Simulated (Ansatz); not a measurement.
Zn

```
CELL_PARAMETERS angstrom
2.66480 0.00000 0.00000
-1.33240 2.30778 0.00000
0.00000 0.00000 4.94670
ATOMIC_POSITIONS crystal
Zn 0.33333 0.66667 0.25000
Zn 0.66667 0.33333 0.75000
```

Atom numbers follow the list: Zn1, Zn2.

The cell is COD entry 9008522, as deposited and not checked against the literature; nothing was relaxed.

The calculation used Ansatz 0.2.0, DFT, PBE, all-electron LAPW, scalar-relativistic.

Numerical set-up: a Γ-centred 16×16×8 k mesh, Fermi–Dirac smearing of 0.03 eV, basis error target 0.25 meV/atom, no spin polarisation.

```json
{
 "Pressure at this cell": "-4.6 kbar",
 "Band gap": "none: bands cross the Fermi level, a metal",
 "Stress xx, yy, zz (compression positive)": "-0.34, -0.34, -0.71 GPa",
 "Density of states at the Fermi level (0.2 eV bin)": "0.34 states/eV per cell",
 "Volume per atom": "102.6 bohr³"
}
```
